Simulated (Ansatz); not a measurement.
# PbO (model cell, started as zinc blende): phonons and vibrational spectra, part 2 of 3

How does PbO (model cell, started as zinc blende) vibrate, and is this structure a minimum?

Ansatz 0.2.0; DFT PBEsol, scalar-relativistic, plane waves, PAW.

So far. Step 3 (Relaxing to small forces for the phonons): The forces vanish by symmetry and the pressure is -0.007 GPa, within the tolerances set. The cell now holds 21.63 Å³/atom. The relaxed cell has a = 5.572 Å (conventional setting).

The structure was built from a prototype and need not be the compound's stable phase.

**4. Zone-centre response**

The zone centre comes first: it holds the modes that light can see, as far as symmetry allows. The response to a homogeneous field gives the Born charges and the dielectric tensor.

Input file input.yaml:

```yaml
crystal:
  lattice:
    - [0.0, 2.7862023436, 2.7862023436]
    - [2.7862023436, 0.0, 2.7862023436]
    - [2.7862023436, 2.7862023436, 0.0]
  atoms:
    - { symbol: Pb, position: [0.0, 0.0, 0.0] }
    - { symbol: O, position: [0.25, 0.25, 0.25] }
kpoints:
  mp_grid: { grid: [12, 12, 12] }
hamiltonian:
  xc: pbesol
scf:
  occupations: { method: fixed }
output:
  eigenvalues: true
phonons:
  method: dfpt
  dielectric: true
  rigid_motions: translations
```

The run is started by

```
ansatz run input.yaml --threads 4 --pin off --max-ram 7168MiB --backend cpu --events-out ev --progress --plain --runs-dir out
```

Numbers of over 12 decimals in the logs are rounded to 6 here.

The log of the run:

```text
[...]
Crystal: 2 atoms, lattice volume = 43.258 Å³
Basis set: ecut = 420 eV, 869 PW (Γ), exchange–correlation on 54×54×54 points (8 copies of the dense FFT grid, shifted against one another)
Bands: 14, of which v1, the nominal top of the filled ones, is band 10 counted from 1 (9 counted from 0)
Symmetry: 24 space group operations
k-points: 280 of 1728 (irreducible under 4 space group operations, time reversal used)
[...]
SCF iter   1: F=—  HF=-12315.002832 eV  |F-HF|=—  |Δ(HF+E_count)|=         —  Δρ=1.96e-2  dr2=1.73e-1  ethr=1.77e-3  ⟨swp⟩=4.3  Hψ=17929  notcnv=0  defer=429
[...]
SCF iter   8: F=-12314.970326 eV  HF=-12314.970326 eV  |F-HF|=1.82e-12  |Δ(HF+E_count)|=   1.81e-9  Δρ=2.04e-7  dr2=1.20e-11  ethr=1.00e-12  ⟨swp⟩=8.7  Hψ=25508  notcnv=0
SCF 1 converged in 8 iterations: F = -12314.970326 eV  dr2 = 1.20e-11
[...]
NSCF: frozen V_eff on 280 k-points
[...]
DFPT response loops at Γ: preconditioner auto → none (the input reference at scf.mixing.eps_inf says where Resta's filter doesn't serve); β = 0.50; Broyden in place of MSR1
── the response to a field inside a basis, on 12×12×12 k-points: an SCF that follows is theirs, and a resumed run solves both again ──
Bands: 11, of which v1, the nominal top of the filled ones, is band 10 counted from 1 (9 counted from 0)
k-points: 182 of 1728 (irreducible under 6 space group operations, time reversal used)
[...]
Eigensolver: Dense (182 Hₖ)
SCF iter   1: F=—  HF=-12314.971328 eV  |F-HF|=—  |Δ(HF+E_count)|=         —  Δρ=3.76e-4  dr2=1.04e-5  ethr=1.00e-1
[...]
SCF iter   4: F=-12314.971332 eV  HF=-12314.971332 eV  |F-HF|=1.04e-8  |Δ(HF+E_count)|=   3.65e-7  Δρ=1.35e-5  dr2=2.74e-8  ethr=2.63e-8
SCF 1 converged in 4 iterations: F = -12314.971332 eV  dr2 = 2.74e-8
[...]
SCF converged after 8 iterations
Free energy (F): -12314.970326 eV
[...]
Internal energy: -12314.970326 eV  (E = F + TS)
E sigma→0 (E₀):  -12314.970326 eV
Fermi energy:    7.819107 eV
[...]
--- Band table (eV; the first three rows and the last of 280) ---
  k-point 0: bands = [... 6 lower, 0.9497, 5.4513, 5.4513, 5.4513, 13.0827, 13.0827, 13.0827, 15.8865]
  k-point 1: bands = [... 6 lower, 0.8864, 5.4164, 5.4164, 5.4817, 12.4547, 13.1175, 13.1175, 16.5848]
  k-point 2: bands = [... 6 lower, 0.7066, 5.3234, 5.3234, 5.5492, 11.4758, 13.1969, 13.1969, 17.2516]
  k-point 279: bands = [... 6 lower, -0.0836, 3.7933, 3.8725, 7.8191, 10.1453, 11.0766, 12.9365, 16.5007]
--- Phonons (Γ-DFPT): 2 representative perturbations + reference, on 280 of 1728 k-points (Σ response iterations 8) ---
  k mesh reduced under 4 symmetry operations, with k and −k counted as one. Each operation leaves every solved perturbation unchanged. A smaller set is not considered because the run solves the response to a homogeneous field
  ASR residual: 3.117e-5 → 0.000e0 eV/Å²; symmetrization residual: 5.234e-7 eV/Å²
  ASR residual per site (eV/Å²): 3.12e-5 2.51e-5
  Γ frequencies (cm⁻¹): 0.00 0.00 0.00 252.39 252.39 252.39
  ε∞ (high-frequency dielectric tensor):
        8.717338    -0.000000    -0.000000
       -0.000000     8.717338    -0.000000
       -0.000000    -0.000000     8.717338
  ε⁰ (static dielectric tensor: ions relaxed, cell fixed):
       14.148434     0.000000     0.000000
        0.000000    14.148434    -0.000000
        0.000000    -0.000000    14.148434
  ε⁰ − ε∞ (ionic part):
        5.431095     0.000000     0.000000
        0.000000     5.431095    -0.000000
        0.000000    -0.000000     5.431095
  softest optical mode at Γ: 252.39 cm⁻¹; the repairs (sum rule, projections) moved no ω² at Γ by more than (0.69 cm⁻¹)²
  Born effective charges Z* (e; rows j = field, columns β = displacement):
    site 0:
         2.12533    0.00000   -0.00000
        -0.00000    2.12533   -0.00000
         0.00000   -0.00000    2.12533
    site 1:
        -2.12533   -0.00000    0.00000
         0.00000   -2.12533    0.00000
        -0.00000    0.00000   -2.12533
  Z* charge neutrality: 1.169e-3 e pre-enforcement
  solved inside a basis spanned on kpoints, on 12×12×12 k-points, its susceptibility summed on 16×16×16: ε∞ is read to err by 3.0e-2, Z* by 1.5e-2 e (field_mesh: kpoints solves on kpoints); Z* is corrected for what the basis lacks
  optical modes at Γ without the LO–TO term, one row a degenerate level:
      ω (cm⁻¹)  modes    IR ((D/Å)²/amu)
        252.39      3            21.0496
  optical modes at Γ + LO–TO along q̂ = [1.0000, 0.0000, 0.0000]:
      ω (cm⁻¹)  modes    IR ((D/Å)²/amu)
        252.39      2            14.0331
        321.53      1             7.0165
  optical modes at Γ + LO–TO along q̂ = [0.0000, 1.0000, 0.0000]:
      ω (cm⁻¹)  modes    IR ((D/Å)²/amu)
        252.39      2            14.0331
        321.53      1             7.0165
  optical modes at Γ + LO–TO along q̂ = [0.0000, 0.0000, 1.0000]:
      ω (cm⁻¹)  modes    IR ((D/Å)²/amu)
        252.39      2            14.0331
        321.53      1             7.0165
```

Run time: 19 s. Hardware: 4 threads of Intel Xeon 6975P-C (Granite Rapids), shared host; peak memory 0.97 GiB; 69 s of CPU time.

Reading the cycles: dr2 is the Hartree energy of the density residual (eV), the measure of convergence; HF is the Harris–Foulkes estimate of the energy, which meets the free energy F at convergence.

Numbers from this step:

```
sum-rule residual before enforcement                    : 3.12e-5 eV/Å²
miss of the charge sum rule                             : 0.001169 e
estimated error of the dielectric tensor                : 0.02974
estimated error of the Born charges                     : 0.01542 e
point group                                             : -43m
highest optical mode at the zone centre (no LO-TO term) : 252.4 cm⁻¹
lowest optical zone-centre mode                         : 252.4 cm⁻¹
mean high-frequency dielectric constant                 : 8.717
largest Born charge (third of the trace)                : 2.125 e
mean static dielectric constant                         : 14.15
top of the zone-centre spectrum with the field          : 321.5 cm⁻¹
```

Without the LO-TO term. Patterns of degenerate modes are one choice out of their space. The modes at Γ (shares of kinetic energy by element, %):

```csv
mode,frequency (cm⁻¹),symmetry,Pb %,O %
1,0.0,acoustic,93,7
2,0.0,acoustic,93,7
3,0.0,acoustic,93,7
4,252.4,T2,7,93
5,252.4,T2,7,93
6,252.4,T2,7,93
```

Displacements in mode 6 (252.4 cm⁻¹), the largest set to 1:
```
Pb1  0.00  0.00 -0.08
O2   0.00  0.00  1.00
```

Optical modes at the zone centre, without and with the macroscopic field of the longitudinal modes; each column is sorted by frequency, so a row need not hold one and the same mode. Modes with and without the field, by row:

```csv
rank among optical modes,no field (cm⁻¹),"q along (1, 0, 0) (cm⁻¹)"
1,252.4,252.4
2,252.4,252.4
3,252.4,321.5
```

Born charge (rows field, columns displacement) (e), principal values of the symmetric part by kind of site:

```csv
atom,atoms with these values,low,middle,high,mean
Pb1,1,2.13,2.13,2.13,2.13
O2,1,-2.13,-2.13,-2.13,-2.13
```

In full for O2:

```
-2.13  0.00  0.00
 0.00 -2.13  0.00
 0.00  0.00 -2.13
```

High-frequency dielectric tensor:

```
8.72 0.00 0.00
0.00 8.72 0.00
0.00 0.00 8.72
```

Static dielectric tensor (ions relaxed, fixed cell):

```
14.15  0.00  0.00
 0.00 14.15  0.00
 0.00  0.00 14.15
```

Transverse modes. Infrared lines, with heights relative to the strongest:

```csv
position (cm⁻¹),label,relative intensity
252,T2,100
```

Before it was imposed, the acoustic sum rule was missed by 3.1e-5 eV/Å² and the charge sum rule by 0.0012 e. Small misses are needed for a sound result but don't prove that mesh and cutoff are converged. The lowest optical mode is real, 252 cm⁻¹.

**5. Phonons on a q mesh**

Stability and thermal properties need the whole zone. Linear response on a 4×4×4 q mesh gives force constants as far as a supercell of that size would, and the tensors from the zone-centre run are typed in so that the long-range dipole term is interpolated apart.

input.yaml, the sections that differ from step 4:

```yaml
phonons:
  method: dfpt
  qmesh: [4, 4, 4]
  temperatures: { t_max: 1000, t_step: 50 }
  qpath:
    path:
      - [[0.0, 0.0, 0.0], [-0.5, -0.5, 0.0], [-0.375, -0.375, 0.25]]
      - [[-0.375, 0.0, 0.375], [0.0, 0.0, 0.0], [0.0, 0.0, 0.5], [-0.5, -0.25, 0.25], [-0.5, -0.5, 0.0]]
    npoints: 10
  non_analytic_term:
    high_frequency_dielectric_tensor: [[8.7173, 0.0, 0.0], [0.0, 8.7173, 0.0], [0.0, 0.0, 8.7173]]
    born_effective_charges:
      - { species: Pb, tensor: [[2.1253, 0.0, 0.0], [0.0, 2.1253, 0.0], [0.0, 0.0, 2.1253]] }
      - { species: O, tensor: [[-2.1253, 0.0, 0.0], [0.0, -2.1253, 0.0], [0.0, 0.0, -2.1253]] }
    source: "zone-centre run at this cell"
# crystal, kpoints, hamiltonian, scf, output: as in step 4
```

The log of the run:

```text
Warning: phonons: the dynamical matrix that this run interpolates holds no multipole term above the dipole-dipole one, and a site of this crystal is no centre of inversion, so its interpolated transverse optical and acoustic branches and sound speeds can stay off near Gamma, and the density of states and the thermodynamics with them. What a run solves at a wave vector of phonons.qpoints, Gamma apart, where the deck admits one, is free of this, and under fd what a larger phonons.supercell samples
[...]
Crystal: 2 atoms, lattice volume = 43.258 Å³
Basis set: ecut = 420 eV, 869 PW (Γ), exchange–correlation on 54×54×54 points (8 copies of the dense FFT grid, shifted against one another)
Bands: 14, of which v1, the nominal top of the filled ones, is band 10 counted from 1 (9 counted from 0)
Symmetry: 24 space group operations
k-points: 72 of 1728 (time reversal used)
[...]
SCF iter   1: F=—  HF=-12315.002850 eV  |F-HF|=—  |Δ(HF+E_count)|=         —  Δρ=1.96e-2  dr2=1.73e-1  ethr=1.77e-3  ⟨swp⟩=4.3  Hψ=4615  notcnv=0  defer=107
[...]
SCF iter   9: F=-12314.970326 eV  HF=-12314.970326 eV  |F-HF|=0.00e0  |Δ(HF+E_count)|=  3.64e-12  Δρ=2.87e-8  dr2=5.15e-13  ethr=1.00e-12  ⟨swp⟩=7.3  Hψ=5562  notcnv=0
SCF 1 converged in 9 iterations: F = -12314.970326 eV  dr2 = 5.15e-13
[...]
DFPT response loops at q = (0, 0, 0) (fractional): preconditioner auto → none (the input reference at scf.mixing.eps_inf says where Resta's filter doesn't serve); β = 0.50; Broyden in place of MSR1
[...]
SCF converged after 9 iterations
Free energy (F): -12314.970326 eV
[...]
Internal energy: -12314.970326 eV  (E = F + TS)
E sigma→0 (E₀):  -12314.970326 eV
Fermi energy:    7.819108 eV
[...]
--- Band table (eV; the first three rows and the last of 72) ---
  k-point 0: bands = [... 6 lower, 0.9497, 5.4513, 5.4513, 5.4513, 13.0827, 13.0827, 13.0827, 15.8865]
  k-point 1: bands = [... 6 lower, 0.8864, 5.4164, 5.4164, 5.4817, 12.4547, 13.1175, 13.1175, 16.5848]
  k-point 2: bands = [... 6 lower, 0.7066, 5.3234, 5.3234, 5.5492, 11.4758, 13.1969, 13.1969, 17.2516]
  k-point 71: bands = [... 6 lower, -0.0836, 3.7933, 3.8725, 7.8191, 10.1453, 11.0766, 12.9365, 16.5007]
--- Phonons (Γ-DFPT): 2 representative perturbations + reference (Σ response iterations 7) ---
  ASR residual: 3.147e-5 → 0.000e0 eV/Å²; symmetrization residual: 1.220e-6 eV/Å²
  ASR residual per site (eV/Å²): 3.15e-5 2.91e-5
  Γ frequencies (cm⁻¹): 0.00 0.00 0.00 252.39 252.39 252.39
--- Phonons (arbitrary-q DFPT): 8 irreducible q on the 4×4×4 mesh ---
  q = [0.0000, 0.0000, 0.0000] (star 1, of the zone-centre solve; hermiticity 7.01e-7, symmetrization 1.32e-12): -0.00 0.00 0.00 252.39 252.39 252.39
  q = [0.0000, 0.0000, 0.2500] (star 8, 2 solved perturbations on 936 of 1728 k-point pairs; hermiticity 7.26e-7, symmetrization 7.14e-13): -1.35 -1.35 73.01 234.38 234.38 318.68
[...]
q = [0.0000, 0.2500, 0.2500] (star 6, 4 solved perturbations in 1608 linear systems a pass and spin channel, the states on 510 of 1728 k-point pairs; hermiticity 1.06e-6, symmetrization 1.98e-13): -56.01 -56.01 82.34 168.66 168.66 346.57
[...]
sum rule: each row above includes the acoustic sum rule's correction from the zone centre's row sums; it moved no ω² by more than (0.70 cm⁻¹)²
  mesh force constants: q→R imaginary residual 8.60e-19; ASR residual 3.147e-5 → 0.000e0 eV/Å²; symmetrization residual 5.329e-15 eV/Å²
  interpolated dispersion: 63 rows × 6 modes
  density of states and harmonic sums: on the 20×20×20 q-mesh, interpolated from the force constants of a 4×4×4 supercell (with the dipole–dipole term of supplied tensors)
  largest difference from the sums on the solved wave vectors: F 1.95e-2 eV, S 1.97e-5 and C_V 1.41e-6 eV/K
  zero-point energy: 0.046772 eV/cell   skipped modes (ω ≤ 0): 432, of them read as no rigid motion or as one in doubt: 429 (1.704e0 modes/cell left out, lowest -140.56 cm⁻¹)   left out of the sums: 2.84e-1 of the cell's modes: C_V's classical limit lies that fraction below 3 k_B per atom; for a crystal, a wire or a layer, F and S can be off by more, and a phonons.interpolated_qmesh denser along its periods is the remedy for the sampling
```

Elapsed: 2 min, on 4 threads; peak memory 2.5 GiB; 7.6 min of CPU time.

This step gave:

```
sum-rule residual before enforcement                    : 3.15e-5 eV/Å²
lowest frequency on the path                            : -140.6 cm⁻¹
highest frequency on the path or at a solved wavevector : 348 cm⁻¹
lowest mode on the q mesh (acoustic modes at Γ apart)   : -140.6 cm⁻¹
```

Frequencies (cm⁻¹) solved at each irreducible wavevector; negative means imaginary. Frequencies by wavevector, by row:

```csv
q in reciprocal lattice units,star,mode 1,mode 2,mode 3,mode 4,mode 5,mode 6
0 0 0,1,0,0,0,252.4,252.4,252.4
0 0 0.25,8,-1.4,-1.4,73,234.4,234.4,318.7
0 0 -0.5,4,13.7,13.7,120.7,207.5,207.5,305.7
0 0.25 0.25,6,-56,-56,82.3,168.7,168.7,346.6
0 0.25 -0.5,24,-73.1,-64.2,113.2,124.9,140.5,329.9
0 0.25 -0.25,12,-58.2,4.8,99.3,144.4,203.4,320.5
0 -0.5 -0.5,3,-140.6,-140.6,97.1,97.1,118.6,344.1
0.25 -0.5 -0.25,6,-119.8,-90.2,104.8,114.9,118.7,323.4
```

Interpolated from a 4×4×4 q mesh, with the LO-TO term (at Γ the limit along the path; where Γ stands inside the path, tables give the limit on arrival). Phonon branches along the path, in cm⁻¹:

```csv
point,branch 1,branch 2,branch 3,branch 4,branch 5,branch 6
Γ,0,0,0,252,252,322
halfway,-56,-56,82,169,169,347
X,-141,-141,97,97,119,344
halfway,-136,-125,99,102,119,340
U,-130,-84,104,120,123,333
jump to K,-130,-84,104,120,123,333
halfway,-13,12,83,194,231,316
Γ,0,0,0,252,252,322
halfway,-1,-1,73,234,234,319
L,14,14,121,208,208,306
halfway,-74,-20,116,128,170,322
W,-120,-90,105,115,119,323
halfway,-129,-118,100,106,119,335
X,-141,-141,97,97,119,344
```

The phonon branches as a text plot (rows in cm⁻¹):

```
    338 |  *****************                                *****
    317 |**                 ********************   *********
    297 |                                       ***
    277 |
    256 |**                       ********
    236 |  *                    *****     ****
    216 |   *                  * *            *****
    195 |    **              ** *                 ***
    175 |      *            *                       ***
    155 |                  *   *                     * *
    134 |       *            **                       * *
    114 |        ************                  ******************
     94 |       *   *******  ***             **             *****
     73 |    ***                **          *
     53 |   *                     **      **
     32 |  *                        *    *
     12 | *                    ***   *  *    ********
     -8 |**                  ** *************      * *
    -29 |  **               *  *                    * **
    -49 |    ***           *                         *  *
    -69 |       *            **                       *
    -90 |                **                              ***
   -110 |        *      *   *                          ** ****
   -130 |         **********                             *  *****
         Γ           X  U|K            Γ         L        W     X
```

Tetrahedra on a 20×20×20 mesh, mean over bins of 5 cm-1. Interpolated from a 4×4×4 q mesh. The phonon density of states by wavenumber; read off at these points:

wavenumber (cm⁻¹), phonon density of states (1/cm⁻¹/cell) and a bar:
```
     -142     0.0000 
     -128     0.0132 ######
     -118     0.0115 #####
     -102     0.0094 ####
      -88     0.0095 ####
      -78     0.0101 #####
      -62     0.0112 #####
      -48     0.0131 ######
      -38     0.0152 #######
      -22     0.0183 #########
      -18     0.0203 #########
      -12     0.0191 #########
        2     0.0087 ####
       18     0.0227 ###########
       28     0.0004 
       42     0.0011 #
       58     0.0023 #
       68     0.0036 ##
       82     0.0064 ###
       98     0.0171 ########
      108     0.0626 #############################
      118     0.0643 ##############################
      122     0.0270 #############
      138     0.0140 #######
      148     0.0127 ######
      162     0.0122 ######
      178     0.0126 ######
      188     0.0129 ######
      202     0.0137 ######
      218     0.0100 #####
      228     0.0083 ####
      242     0.0058 ###
      252     0.0009 
      268     0.0000 
      282     0.0000 
      292     0.0000 
      308     0.0025 #
      322     0.0520 ########################
      332     0.0260 ############
      348     0.0023 #
```

[end of part 2 of 3]

[Logs are printed without paths, hosts, clocks, repeated set-up lines and the standing remarks that a program may print on its own settings, such as how far it seeks lower states.]

[Hosts, paths, dates, database ids (printed as entryN), source tags and the programs' standing remarks are cut or masked in the printed files.]
